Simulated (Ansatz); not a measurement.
## InSb wire along [110], 42 atoms a period, H-terminated: bands by functional and under strain

Wanted: the relaxed geometry and the bands of the InSb wire along [110], 42 atoms a period, H-terminated.

Calculated with Ansatz 0.2.0; DFT PBE, plane waves, PAW; relaxation of a wire's period; PAW set soft_1, in the first sound run; inputs show where later runs differ.

Most raw output is cut from this account.

## (1) Set-up

The cell holds 62 atoms: 21 Sb, 20 H and 21 In. Cell: a = 27.071 Å, b = 28.459 Å, c = 4.688 Å, α = 90.0°, β = 90.0°, γ = 90.0°. Vacuum lies along a and b. The structure's axis is c.

## (2) Relaxing the period

Band widths follow the bond lengths, so the wire is relaxed first. The atoms and the third cell vector are free; the box across stays fixed as vacuum. A Fermi-Dirac smearing is set since the result may be a metal. The pressure printed is a third of the stress's trace over the whole box, vacuum included; only the stress along the axis is relaxed.

input.yaml reads:

```yaml
crystal:
  lattice:
    - [27.071, 0.0, 0.0]
    - [0.0, 28.459, 0.0]
    - [0.0, 0.0, 4.6881179593]
  atoms:
    - { symbol: Sb, position: [0.162918362, 0.582369683, 0.0] }
    - { symbol: H, position: [0.18618372, 0.284202465, 0.0] }
    - { symbol: In, position: [0.224146244, 0.664735858, 0.0] }
    - { symbol: In, position: [0.224146244, 0.500003508, 0.0] }
    - { symbol: Sb, position: [0.407829891, 0.252904982, 0.0] }
    - { symbol: Sb, position: [0.407829891, 0.582369683, 0.0] }
    - { symbol: H, position: [0.431095249, 0.119470115, 0.0] }
    - { symbol: In, position: [0.469057773, 0.664735858, 0.0] }
[... 50 atom lines left out ...]
    - { symbol: Sb, position: [0.65274142, 0.417637333, 0.0] }
    - { symbol: Sb, position: [0.65274142, 0.747102034, 0.0] }
    - { symbol: H, position: [0.690064126, 0.202696998, 0.0] }
    - { symbol: In, position: [0.713969302, 0.335271158, 0.0] }
kpoints:
  mp_grid: { grid: [1, 1, 18] }
scf:
  occupations: { method: fermi_dirac, width: 0.05 }
hamiltonian:
  xc: pbe
  pseudopotentials: { kind: paw, azcp: { folder: soft_1 } }
relax:
  cell: { fix: [a, b, alpha, beta, gamma] }
  max_steps: 45
  f_tol: 0.03
```

Command:

```sh
$ ansatz run input.yaml --threads 16 --pin off --max-ram 61440MiB --backend cuda --events-out ev --progress --plain --runs-dir out --max-vram 78GiB
```

It took 33 s on 1 × NVIDIA GB200 with 16 threads of Arm Neoverse V2, shared host; peak memory 2.2 GiB.

Step by step:

```tsv
step	energy less that of the first step (eV)	largest force component (eV/Å)	pressure (GPa)	volume (Å³)
1	0.0000	0.9764	-0.12	3611.79
2	-0.8394	0.4872	-0.02	3629.49
3	-1.1414	0.1257	0.02	3636.76
4	-1.1715	0.0508	-0.01	3641.63
5	-1.1810	0.0506	0.00	3641.27
6	-1.1842	0.0338	0.00	3641.26
7	-1.1848	0.0062	0.00	3641.46
8	-1.1875	0.0062	0.00	3641.46
```

The run keeps the 4 symmetry operations that it works with, so distortions that break them were not tested.

```tsv
cell as run	before	after	change
c (Å)	4.688	4.727	+0.8 %
```

The atoms that moved most (Å, along periodic axes as changes of fractional coordinates times the final cell, across vacuum about the mean position):

```tsv
atom	dx	dy	dz	length
In53	0.093	-0.356	0.000	0.368
In3	0.093	0.356	0.000	0.368
Sb1	0.313	0.101	0.000	0.329
Sb51	0.313	-0.101	0.000	0.329
In46	0.303	-0.106	0.000	0.321
In45	0.303	0.106	0.000	0.321
H44	-0.274	-0.148	0.000	0.312
H43	-0.274	0.148	0.000	0.312
```

Numbers from this step:

```yaml
energy_at_zero_smearing: -254044.1801 eV
cell_length_along_the_wire: 4.727 Å
```

The cell's length comes to 4.727 Å with spin left out.

## (3) The wire at its relaxed period

This step: DFT PBE, plane waves, PAW; bands of a perfect wire; PAW set soft_1 (Ansatz 0.2.0).

At the relaxed period the bands are computed along the axis; those that cross an energy going forward count the channels that a perfect wire would open there.

input.yaml reads:

```yaml
crystal:
  lattice:
    - [27.071, 0.0, 0.0]
    - [0.0, 28.459, 0.0]
    - [0.0, 0.0, 4.7266247203]
  atoms:
    - { symbol: Sb, position: [0.174487202, 0.585924131, 0.0] }
    - { symbol: H, position: [0.182171204, 0.279445277, 0.0] }
    - { symbol: In, position: [0.227594227, 0.677256063, 0.0] }
    - { symbol: In, position: [0.230421143, 0.500003508, 0.0] }
    - { symbol: Sb, position: [0.406519165, 0.251733223, 0.0] }
    - { symbol: Sb, position: [0.407879849, 0.583485451, 0.0] }
    - { symbol: H, position: [0.430075078, 0.114807992, 0.0] }
    - { symbol: In, position: [0.468201076, 0.667041269, 0.0] }
[... 50 atom lines left out ...]
    - { symbol: Sb, position: [0.65277022, 0.420286219, 0.0] }
    - { symbol: Sb, position: [0.64819766, 0.740316911, 0.0] }
    - { symbol: H, position: [0.683232048, 0.209357982, 0.0] }
    - { symbol: In, position: [0.714756732, 0.339019343, 0.0] }
kpoints:
  mp_grid: { grid: [1, 1, 17] }
  band_path: { path: ["Γ", Z], npoints: 90 }
scf:
  occupations: { method: fermi_dirac, width: 0.05 }
hamiltonian:
  xc: pbe
  pseudopotentials: { kind: paw, azcp: { folder: soft_1 } }
output:
  dos: { e_range: [-5, 4] }
  write_potential: true
  write_density: true
  volumetric_format: npy
```

Run time: 32 s. Hardware: 1 × NVIDIA GB200 with 16 threads; peak memory 5.5 GiB; 3.2 min of CPU time.

This step gave:

```
energy at zero smearing : -254044.1802 eV
band gap                : 0.3454 eV
```

The electronic bands at the labelled points (eV, zero at the Fermi level; v1 is the highest filled band, c1 the lowest empty one):

```tsv
point	v4	v3	v2	v1	c1	c2	c3	c4
Γ	-0.64	-0.61	-0.44	-0.17	0.17	0.52	0.54	0.63
halfway	-1.01	-1.00	-0.84	-0.76	1.02	1.09	1.39	1.58
Z	-1.33	-1.29	-1.04	-1.02	0.83	0.85	1.31	1.37
```

The gap is 0.345 eV, with spin left out.

The path shows a direct gap of 0.35 eV (valence top at Γ, conduction bottom at Γ).

## (4) Another level of theory, cutoff 500 eV, k-mesh 1×1×13

This step: DFT r2SCAN, plane waves, PAW; bands of a perfect wire at the PBE geometry; PAW set soft_1 (Ansatz 0.2.0).

The atoms stay at the PBE geometry and the functional changes. r2SCAN also reads the kinetic-energy density; it often gives larger moments and wider gaps than PBE, at a higher cost. Against the first PBE run of this kind, the cutoff is 500 eV against 420 and the mesh along the wire has 13 points against 17.

input.yaml: that of step 3 with these lines changed.

```diff
@@ -69,3 +69,3 @@
 kpoints:
-  mp_grid: { grid: [1, 1, 17] }
+  mp_grid: { grid: [1, 1, 13] }
   band_path: { path: ["Γ", Z], npoints: 90 }
@@ -74,8 +74,3 @@
 hamiltonian:
-  xc: pbe
+  xc: r2scan
   pseudopotentials: { kind: paw, azcp: { folder: soft_1 } }
-output:
-  dos: { e_range: [-5, 4] }
-  write_potential: true
-  write_density: true
-  volumetric_format: npy
```

Elapsed: 54 s, on 1 × NVIDIA GB200 with 16 threads; peak memory 6.4 GiB.

This step gave:

- energy at zero smearing: -254649.9620 eV
- band gap: 0.6141 eV

The electronic bands at the labelled points (eV, zero at the Fermi level; v1 is the highest filled band, c1 the lowest empty one):

```tsv
point	v4	v3	v2	v1	c1	c2	c3	c4
Γ	-0.83	-0.80	-0.60	-0.31	0.31	0.61	0.64	0.72
halfway	-1.21	-1.20	-1.02	-0.93	1.12	1.20	1.47	1.65
Z	-1.54	-1.50	-1.22	-1.19	0.92	0.95	1.32	1.46
```

The gap is 0.614 eV, against 0.345 eV under PBE at the relaxed period.

## (5) At a strained period, period over the relaxed period 0.97, k-mesh 1×1×14

This step: DFT PBE, plane waves, PAW; relaxation at a fixed period; PAW set soft_1 (Ansatz 0.2.0).

The period is set to 0.97 times the relaxed one and the atoms relax within it: strain changes bond lengths and angles, which shifts the bands against each other. Against the first PBE run of this kind, the mesh along the wire has 14 points against 17.

The cell differs from the one that the last finished run ended in (c 4.727 → 4.585 Å).

input.yaml: that of step 4 with these lines changed.

```diff
@@ -4,3 +4,3 @@
     - [0.0, 28.459, 0.0]
-    - [0.0, 0.0, 4.7266247203]
+    - [0.0, 0.0, 4.5848259787]
   atoms:
@@ -69,3 +69,3 @@
 kpoints:
-  mp_grid: { grid: [1, 1, 13] }
+  mp_grid: { grid: [1, 1, 14] }
   band_path: { path: ["Γ", Z], npoints: 90 }
@@ -74,3 +74,8 @@
 hamiltonian:
-  xc: r2scan
+  xc: pbe
   pseudopotentials: { kind: paw, azcp: { folder: soft_1 } }
+relax:
+  max_steps: 40
+  f_tol: 0.02
+output:
+  stress: true
```

Wall time 41 s (1 × NVIDIA GB200 with 16 threads); peak memory 2.6 GiB.

Step by step:

```tsv
step	energy less that of the first step (eV)	largest force component (eV/Å)
1	0.0000	0.4199
2	0.0728	0.6851
3	-0.1908	0.0561
4	-0.1988	0.0401
5	-0.1999	0.0076
```

Relaxation step 2 was tried and not accepted.

The run keeps the 4 symmetry operations that it works with, so distortions that break them were not tested.

The atoms that moved most (Å):

```tsv
atom	dx	dy	dz	length
H17	0.135	0.008	-0.057	0.147
H16	0.135	-0.008	-0.057	0.147
H50	0.135	0.008	0.057	0.147
H49	0.135	-0.008	0.057	0.147
Sb42	0.137	0.000	0.000	0.137
H2	-0.134	0.010	0.000	0.134
H52	-0.134	-0.010	0.000	0.134
In45	0.131	-0.005	0.000	0.131
```

This step gave:

```
energy at zero smearing : -254043.9262 eV
band gap                : 0.1593 eV
```

The electronic bands at the labelled points (eV, zero at the Fermi level; v1 is the highest filled band, c1 the lowest empty one):

```tsv
point	v4	v3	v2	v1	c1	c2	c3	c4
Γ	-0.60	-0.59	-0.33	-0.08	0.08	0.51	0.52	0.60
halfway	-1.24	-1.18	-1.03	-0.95	0.81	0.91	1.19	1.37
Z	-1.54	-1.50	-1.26	-1.20	0.58	0.60	1.05	1.14
```

The gap is 0.159 eV, against 0.345 eV under PBE at the relaxed period.

## (6) At a strained period, period over the relaxed period 1.1, k-mesh 1×1×12

The period is set to 1.1 times the relaxed one and the atoms relax within it: strain changes bond lengths and angles, which shifts the bands against each other. Against the first PBE run of this kind, the mesh along the wire has 12 points against 17.

The cell differs from the one that the last finished run ended in (c 4.585 → 5.199 Å).

input.yaml: that of step 5 with these lines changed.

```diff
@@ -4,3 +4,3 @@
     - [0.0, 28.459, 0.0]
-    - [0.0, 0.0, 4.5848259787]
+    - [0.0, 0.0, 5.1992871923]
   atoms:
@@ -69,3 +69,3 @@
 kpoints:
-  mp_grid: { grid: [1, 1, 14] }
+  mp_grid: { grid: [1, 1, 12] }
   band_path: { path: ["Γ", Z], npoints: 90 }
```

The job ended after 54 s (1 × NVIDIA GB200 with 16 threads; peak memory 2.6 GiB).

Relaxation path:

```tsv
step	energy less that of the first step (eV)	largest force component (eV/Å)
1	0.0000	0.9967
2	-0.7575	1.1668
3	-1.2884	0.1851
4	-1.3803	0.1189
5	-1.3727	0.1879
6	-1.4054	0.0545
7	-1.4275	0.0158
8	-1.4275	0.0158
9	-1.4317	0.0111
```

Relaxation step 5 was tried and not accepted.

Forces are held to the 4 operations that the run works with; a distortion that breaks them can't arise in this run.

The atoms that moved most (Å):

```tsv
atom	dx	dy	dz	length
H17	-0.475	0.012	0.162	0.503
H16	-0.475	-0.012	0.162	0.503
H50	-0.475	0.012	-0.162	0.503
H49	-0.475	-0.012	-0.162	0.503
H2	0.485	-0.071	0.000	0.490
H52	0.485	0.071	0.000	0.490
Sb41	-0.484	0.010	0.000	0.484
Sb40	-0.484	-0.010	0.000	0.484
```

Numbers from this step:

| Property | Result |
| --- | --- |
| energy at zero smearing | -254042.0045 eV |
| band gap | 0.1677 eV |

The electronic bands at the labelled points (eV, zero at the Fermi level; v1 is the highest filled band, c1 the lowest empty one):

```tsv
point	v4	v3	v2	v1	c1	c2	c3	c4
Γ	-0.45	-0.30	-0.29	-0.17	0.05	0.17	0.25	0.49
halfway	-0.54	-0.51	-0.39	-0.28	1.23	1.30	1.58	1.67
Z	-0.81	-0.79	-0.55	-0.49	1.23	1.26	1.74	1.78
```

The gap is 0.168 eV, against 0.345 eV under PBE at the relaxed period.

## (7) Outcome

```yaml
cell_length_pbe: 4.727 Å
gap_pbe: 0.345 eV
gap_r2scan: 0.614 eV
gap_period_scaled_by_0p97: 0.159 eV
gap_period_scaled_by_1p1: 0.168 eV
```

Under PBE the cell's length is 4.73 Å, and a gap of 0.35 eV makes it a semiconductor. At the relaxed period the wire is gapped under every functional, from 0.35 eV (PBE) to 0.61 eV (r2SCAN). Weak screening in one dimension makes quasiparticle gaps larger than the semilocal gaps, as a rule. Strain matters: under PBE the gap goes from 0.35 eV to 0.159 eV at 0.97 times the period and 0.168 eV at 1.1 times the period. Where the gap is under about 0.35 eV, the smearing of 0.05 eV partly fills the band edges in the SCF. Plain hydrogen on a compound's surface is a simple closure: it may leave surface states, and facets that end in unlike atoms put a field across the wire, both of which shrink the gap. Spin-orbit coupling is left out, which matters for the bands of heavy atoms.

[Logs are printed without paths, hosts, clocks, repeated set-up lines and the standing remarks that a program may print on its own settings, such as how far it seeks lower states.]

[Hosts, paths, dates, database ids (printed as entryN), source tags and the programs' standing remarks are cut or masked in the printed files.]
